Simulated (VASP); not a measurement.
# NaF (Villiaumite) (Fm-3m) in VASP: notebook

Runs on NaF (Villiaumite). Level: LDA. Tasks: relaxation of the atoms.

Everything below comes from runs of VASP 6.6.1. Logs are shortened: lines on timing, memory, paths and dates and some standing lists are left out, and cuts for length are marked.

## Step 1: The structure

Symmetry: Fm-3m, No. 225, cubic system. The conventional cell has a = 4.498 Å, b = 4.498 Å, c = 4.498 Å, α = 90.00°, β = 90.00°, γ = 90.00°. Na (site symmetry m-3m) has 6 F at 2.25 Å as nearest neighbours. F (site symmetry m-3m) has 6 Na at 2.25 Å as nearest neighbours.

## Step 2: Relaxation of the atoms, LDA

The input, INCAR:

```
ALGO = Normal
EDIFF = 1E-7
EDIFFG = -0.01
ENCUT = 600
GGA = CA
IBRION = 2
ISIF = 2
ISMEAR = 0
LASPH = True
LCHARG = False
LREAL = False
LWAVE = False
NELM = 80
NSW = 40
PREC = Accurate
SIGMA = 0.03
```

The input, KPOINTS:

```
k-points
0
Gamma
  10 10 10
```

The input, POSCAR:

```
NaF                                     
1.0
    0.0000000000      2.2490856866      2.2490856866
    2.2490856866      0.0000000000      2.2490856866
    2.2490856866      2.2490856866      0.0000000000
  Na              F             
     1     1
Direct
     0.0000000000000000    0.0000000000000000    0.0000000000000000
     0.5000000000000000    0.5000000000000000    0.5000000000000000
```

Potentials or basis: VASP PAW LDA potentials, release 64 (Na_pv, F).

Launch:

```console
$ cat potpaw_LDA.64/Na_pv/POTCAR potpaw_LDA.64/F/POTCAR > POTCAR
$ mpirun -np 1 vasp_std > vasp.out
```

OUTCAR:

```text
EDIFF = 1E-7
   EDIFFG = -0.01
   ENCUT = 600
   GGA = CA
   IBRION = 2
   ISIF = 2
   ISMEAR = 0
   LASPH = True
   LREAL = False
   NELM = 80
   NSW = 40
   PREC = Accurate

 ion  position               nearest neighbor table
   1  0.000  0.000  0.000-   2 2.25   2 2.25   2 2.25   2 2.25   2 2.25   2 2.25
   2  0.500  0.500  0.500-   1 2.25   1 2.25   1 2.25   1 2.25   1 2.25   1 2.25

  LATTYP: Found a face centered cubic cell.
 ALAT       =     4.4981713732

  Lattice vectors:

 A1 = (   0.0000000000,   2.2490856866,   2.2490856866)
 A2 = (   2.2490856866,   0.0000000000,   2.2490856866)
 A3 = (   2.2490856866,   2.2490856866,   0.0000000000)

Analysis of symmetry for initial positions (statically):
=====================================================================
 Subroutine PRICEL returns:
 Original cell was already a primitive cell.

 Routine SETGRP: Setting up the symmetry group for a
 face centered cubic supercell.

 Subroutine GETGRP returns: Found 48 space group operations
 (whereof 48 operations were pure point group operations)
 out of a pool of 48 trial point group operations.

The static configuration has the point symmetry O_h .

Analysis of symmetry for dynamics (positions and initial velocities):
=====================================================================
 Subroutine PRICEL returns:
 Original cell was already a primitive cell.

 Routine SETGRP: Setting up the symmetry group for a
 face centered cubic supercell.

 Subroutine GETGRP returns: Found 48 space group operations
 (whereof 48 operations were pure point group operations)
 out of a pool of 48 trial point group operations.

The dynamic configuration has the point symmetry O_h .

 Subroutine INISYM returns: Found 48 space group operations
 (whereof 48 operations are pure point group operations),
 and found     1 'primitive' translations

----------------------------------------------------------------------------------------

                                     Primitive cell

  volume of cell :      22.7535

  direct lattice vectors                    reciprocal lattice vectors
     0.000000000  2.249085687  2.249085687    -0.222312561  0.222312561  0.222312561
     2.249085687  0.000000000  2.249085687     0.222312561 -0.222312561  0.222312561
     2.249085687  2.249085687  0.000000000     0.222312561  0.222312561 -0.222312561

  length of vectors
     3.180687481  3.180687481  3.180687481     0.385056652  0.385056652  0.385056652

  position of ions in fractional coordinates (direct lattice)
     0.000000000  0.000000000  0.000000000
     0.500000000  0.500000000  0.500000000

  ion indices of the primitive-cell ions
   primitive index   ion index
                 1           1
                 2           2

----------------------------------------------------------------------------------------

 KPOINTS: k-points

Automatic generation of k-mesh.
 Grid dimensions read from file:
 generate k-points for:   10   10   10

 Generating k-lattice:

  Cartesian coordinates                     Fractional coordinates (reciprocal lattice)
    -0.022231256  0.022231256  0.022231256     0.100000000  0.000000000  0.000000000
     0.022231256 -0.022231256  0.022231256     0.000000000  0.100000000  0.000000000
     0.022231256  0.022231256 -0.022231256     0.000000000  0.000000000  0.100000000

  Length of vectors
     0.038505665  0.038505665  0.038505665

  Shift w.r.t. Gamma in fractional coordinates (k-lattice)
     0.000000000  0.000000000  0.000000000

 Subroutine IBZKPT returns following result:
 ===========================================

 Found     47 irreducible k-points:

 Following reciprocal coordinates:
            Coordinates               Weight
  0.000000  0.000000  0.000000      1.000000
  0.100000  0.000000  0.000000      8.000000
  0.200000  0.000000  0.000000      8.000000
  0.300000  0.000000  0.000000      8.000000
  0.400000  0.000000  0.000000      8.000000
  0.500000  0.000000  0.000000      4.000000
[... 16 lines left out ...]
  0.300000  0.300000  0.000000      6.000000
  0.400000  0.300000  0.000000     24.000000
 [... further k-points ...]
   k-points           NKPTS =     47   k-points in BZ     NKDIM =     47   number of bands    NBANDS=     11
   number of dos      NEDOS =    301   number of ions     NIONS =      2
   total plane-waves  NPLWV =  21952
   dimension x,y,z NGX =    28 NGY =   28 NGZ =   28
   dimension x,y,z NGXF=    56 NGYF=   56 NGZF=   56
   ions per type =               1   1
   NGX,Y,Z   is equivalent  to a cutoff of  14.63, 14.63, 14.63 a.u.
   NGXF,Y,Z  is equivalent  to a cutoff of  29.27, 29.27, 29.27 a.u.
 SYSTEM =  unknown system
   PREC   = accura    normal or accurate (medium, high low for compatibility)
   ISTART =      0    job   : 0-new  1-cont  2-samecut
   ICHARG =      2    charge: 1-file 2-atom 10-const
   ISPIN  =      1    spin polarized calculation?
   LNONCOLLINEAR =      F non collinear calculations
   LSORBIT =      F    spin-orbit coupling
   LASPH  =      T    aspherical Exc in radial PAW
   ENCUT  =  600.0 eV  44.10 Ry    6.64 a.u.   6.35  6.35  6.35*2*pi/ulx,y,z
   NELM   =     80;   NELMIN=  2; NELMDL= -5     # of ELM steps
   EDIFF  = 0.1E-06   stopping-criterion for ELM
   LREAL  =      F    real-space projection
   EDIFFG = -.1E-01   stopping-criterion for IOM
   NSW    =     40    number of steps for IOM
   IBRION =      2    ionic relax: 0-MD 1-quasi-New 2-CG
   NFREE  =      1    steps in history (QN), initial steepest desc. (CG)
   ISIF   =      2    stress and relaxation
   ISYM   =      2    0-nonsym 1-usesym 2-fastsym
   POTIM  = 0.5000    time-step for ionic-motion
   TEBEG  =    0.0;   TEEND  =   0.0 temperature during run
   PSTRESS=    0.0 pullay stress
   NELECT =      14.0000    total number of electrons
   NUPDOWN=      -1.0000    fix difference up-down
   EMIN   =  10.00;   EMAX   =-10.00  energy-range for DOS
   EFERMI =   0.00;   METHOD = LEGACY
   ISMEAR =     0;   SIGMA  =   0.03  broadening in eV -4-tet -1-fermi 0-gaus
   EFERMI_NEDOS =   21; number of points for ismear=-14 and -15
   IALGO  =     38    algorithm
   IMIX   =      4    mixing-type and parameters
     AMIX     =   0.40;   BMIX     =  1.00
     AMIX_MAG =   1.60;   BMIX_MAG =  1.00
  volume/ion in A,a.u.               =      11.38        76.77
  Fermi-wavevector in a.u.,A,eV,Ry     =   1.392413  2.631280 26.379178  1.938815
  Thomas-Fermi vector in A             =   2.516158
   LORBIT       =      0    0 simple, 1 ext, 2 COOP (PROOUT), +10 PAW based schemes
   GGA     = CA    functional components
   LHFCALC =     F    Hartree Fock is set to
   AEXX    =    0.0000 exact exchange contribution
   IVDW    =     0    specifies the selected vdW correction
   LEPSILON=     F    determine dielectric tensor
   LRPA    =     F    only Hartree local field effects (RPA)
 conjugate gradient relaxation of ions
 non-spin polarized calculation
 Gauss-broadening in eV      SIGMA  =   0.03
  energy-cutoff  :      600.00
  volume of cell :       22.75
 maximum number of plane-waves:       769
 NGX is ok and might be reduce to    28
   NGX = 13   NGY = 13   NGZ = 13

 number of electron      14.0000002 magnetization

 Free energy of the ion-electron system (eV)
  ---------------------------------------------------
  ext. energy  EPLUGINS =         0.00000000
  ---------------------------------------------------
  free energy    TOTEN  =        -9.33429917 eV

  energy without entropy =       -9.33429917  energy(sigma->0) =       -9.33429917

 E-fermi :  -1.9053     XC(G=0): -10.3996

 val. band max:       -2.0990797401   @ k =   0.0000   0.0000   0.0000
 cond. band min:       4.3564453376   @ k =   0.0000   0.0000   0.0000
 fundamental gap:      6.4555250776
 Fermi energy:        -1.9052575131

 k-point     1 :       0.0000    0.0000    0.0000
  band No.  band energies     occupation
      1     -21.0278      2.00000
      2     -20.6099      2.00000
      3     -20.6099      2.00000
      4     -20.6099      2.00000
      5      -2.0991      2.00000
      6      -2.0991      2.00000
      7      -2.0991      2.00000
      8       4.3564      0.00000
      9      17.0536      0.00000
     10      17.0536      0.00000
     11      17.0536      0.00000

 k-point     2 :       0.1000    0.0000    0.0000
  band No.  band energies     occupation
      1     -21.1816      2.00000
      2     -20.6115      2.00000
      3     -20.6115      2.00000
      4     -20.4378      2.00000
      5      -2.3328      2.00000
      6      -2.1301      2.00000
      7      -2.1301      2.00000
      8       4.7433      0.00000
      9      15.7300      0.00000
     10      17.2349      0.00000
     11      17.2349      0.00000

 k-point     3 :       0.2000    0.0000    0.0000
  band No.  band energies     occupation
      1     -21.4087      2.00000
      2     -20.6155      2.00000
      3     -20.6155      2.00000
      4     -20.1625      2.00000
      5      -2.8672      2.00000
      6      -2.2110      2.00000
      7      -2.2110      2.00000
      8       5.7212      0.00000
      9      13.9522      0.00000
     10      17.7023      0.00000
     11      17.7023      0.00000

 k-point     4 :       0.3000    0.0000    0.0000
  band No.  band energies     occupation
      1     -21.5929      2.00000
      2     -20.6205      2.00000
      3     -20.6205      2.00000
      4     -19.9175      2.00000
      5      -3.4271      2.00000
      6      -2.3090      2.00000
      7      -2.3090      2.00000
      8       6.9645      0.00000
      9      12.4919      0.00000
     10      18.2115      0.00000
     11      18.2115      0.00000

 k-point     5 :       0.4000    0.0000    0.0000
  band No.  band energies     occupation
      1     -21.7095      2.00000
      2     -20.6246      2.00000
      3     -20.6246      2.00000
      4     -19.7506      2.00000
      5      -3.8281      2.00000
      6      -2.3868      2.00000
      7      -2.3868      2.00000
      8       8.1764      0.00000
      9      11.3525      0.00000
     10      18.4816      0.00000
     11      18.4816      0.00000
[... 211 lines left out ...]
 k-point    21 :      -0.3000    0.2000    0.0000
  band No.  band energies     occupation
      1     -21.5780      2.00000
      2     -20.6889      2.00000
      3     -20.6265      2.00000
      4     -19.8539      2.00000
      5      -3.5617      2.00000
      6      -2.7087      2.00000
      7      -2.4096      2.00000
      8       8.6075      0.00000
      9      11.7727      0.00000
     10      15.8506      0.00000
     11      18.9998      0.00000

 k-point    22 :      -0.2000    0.2000    0.0000
  band No.  band energies     occupation
      1     -21.5445      2.00000
      2     -20.6683      2.00000
      3     -20.6168      2.00000
      4     -19.9320      2.00000
      5      -3.3610      2.00000
      6      -2.5308      2.00000
      7      -2.3300      2.00000
      8       7.4195      0.00000
      9      12.5086      0.00000
     10      16.4995      0.00000
     11      19.4101      0.00000

 k-point    23 :       0.3000    0.3000    0.0000
  band No.  band energies     occupation
      1     -21.3305      2.00000
      2     -20.6597      2.00000
      3     -20.6597      2.00000
      4     -20.1647      2.00000
      5      -3.3500      2.00000
      6      -2.4169      2.00000
      7      -2.4169      2.00000
      8       7.7957      0.00000
      9      12.1786      0.00000
     10      16.3161      0.00000
     11      17.9836      0.00000

 k-point    24 :       0.4000    0.3000    0.0000
  band No.  band energies     occupation
      1     -21.2945      2.00000
      2     -20.6790      2.00000
      3     -20.6673      2.00000
      4     -20.1797      2.00000
      5      -3.4730      2.00000
      6      -2.5445      2.00000
      7      -2.4779      2.00000
      8       8.8243      0.00000
      9      11.6507      0.00000
     10      15.1622      0.00000
     11      18.1312      0.00000

 [... further k-points ...]

------------------------ aborting loop because EDIFF is reached ----------------------------------------

  FORCE on cell =-STRESS in cart. coord.  units (eV):
  Direction    XX          YY          ZZ          XY          YZ          ZX
  --------------------------------------------------------------------------------------
  -------------------------------------------------------------------------------------
  Total        0.0047275      0.0047275      0.0047275      0.0000000      0.0000000     -0.0000000
  in kB        0.3328875      0.3328875      0.3328875      0.0000000      0.0000000     -0.0000000
  external PRESSURE =       0.3328875 kB  Pullay stress =       0.0000000 kB

 VOLUME and BASIS-vectors are now :
 -----------------------------------------------------------------------------
  energy-cutoff  :      600.00
  volume of cell :       22.75
      direct lattice vectors                 reciprocal lattice vectors
     0.000000000  2.249085687  2.249085687    -0.222312561  0.222312561  0.222312561
     2.249085687  0.000000000  2.249085687     0.222312561 -0.222312561  0.222312561
     2.249085687  2.249085687  0.000000000     0.222312561  0.222312561 -0.222312561

 POSITION                                       TOTAL-FORCE (eV/Angst)
 -----------------------------------------------------------------------------------
      0.00000      0.00000      0.00000         0.000000      0.000000      0.000000
      2.24909      2.24909      2.24909        -0.000000     -0.000000     -0.000000
 -----------------------------------------------------------------------------------
    total drift:                                0.000000      0.000000      0.000000

  FREE ENERGIE OF THE ION-ELECTRON SYSTEM (eV)
  ---------------------------------------------------
  free  energy   TOTEN  =        -9.3342991723 eV

  energy  without entropy=       -9.3342991723  energy(sigma->0) =       -9.33429917

 reached required accuracy - stopping structural energy minimisation
```

Run time: 6.4 s. Hardware: 1 thread of AMD EPYC 9R45 (Zen 5), shared host; peak memory 0.11 GiB.

Results:

| Property | Result |
| --- | --- |
| Free energy | -9.3343 eV |
| Pressure after relaxing | 0.0 GPa |
| Band gap on the k mesh | 6.46 eV, direct |

Final structure:
```yaml
crystal:
  lattice:
    - [0.00000, 2.24909, 2.24909]
    - [2.24909, 0.00000, 2.24909]
    - [2.24909, 2.24909, 0.00000]
  atoms:
    - { symbol: Na, position: [0.00000, 0.00000, 0.00000] }
    - { symbol: F, position: [0.50000, 0.50000, 0.50000] }
```

Levels at points of the mesh, in eV from the valence-band top:
```tsv
k point	band 4	band 5	band 6	band 7	band 8	band 9	band 10	band 11
(0.00, 0.00, 0.00)	-18.51	0.00	0.00	0.00	6.46	19.15	19.15	19.15
(0.50, 0.00, 0.00)	-17.59	-1.87	-0.32	-0.32	10.93	12.86	20.64	20.64
(0.50, 0.50, 0.00)	-18.59	-1.47	-0.46	-0.46	13.12	13.49	14.14	20.49
```

Caveat: the relaxation stopped at its first step, so nothing moved.

## Step 3: Relaxation of the atoms, LDA (a relaxed cell with its volume scaled by 1.02)

INCAR is that of step 2.

KPOINTS is that of step 2.

The input, POSCAR:

```
NaF                                     
1.0
    0.0000000000      2.2639807279      2.2639807279
    2.2639807279      0.0000000000      2.2639807279
    2.2639807279      2.2639807279      0.0000000000
  Na              F             
     1     1
Direct
     0.0000000000000000    0.0000000000000000    0.0000000000000000
     0.5000000000000000    0.5000000000000000    0.5000000000000000
```

Potentials or basis: VASP PAW LDA potentials, release 64 (Na_pv, F).

Launch:

```console
$ cat potpaw_LDA.64/Na_pv/POTCAR potpaw_LDA.64/F/POTCAR > POTCAR
$ mpirun -np 1 vasp_std > vasp.out
```

Run time: 6.2 s. Hardware: 1 thread of AMD EPYC 9R45 (Zen 5), shared host; peak memory 0.11 GiB.

It converged, with:

| Property | Result |
| --- | --- |
| Free energy | -9.3338 eV |
| Pressure after relaxing | -1.2 GPa |
| Band gap on the k mesh | 6.34 eV, direct |

Final structure:
```
Na F
1.0
     0.00000    2.26398    2.26398
     2.26398    0.00000    2.26398
     2.26398    2.26398    0.00000
Na F
1 1
Cartesian
  0.0000 0.0000 0.0000
  2.2640 2.2640 2.2640
```

Levels at points of the mesh, in eV from the valence-band top:
```csv
k point,band 5,band 6,band 7,band 8,band 9,band 10
"(0.00, 0.00, 0.00)",0.00,0.00,0.00,6.34,19.02,19.02
"(0.50, 0.00, 0.00)",-1.82,-0.31,-0.31,10.81,12.69,20.42
"(0.50, 0.50, 0.00)",-1.44,-0.45,-0.45,13.06,13.32,13.93
```

Caveat: the relaxation stopped at its first step, so nothing moved.
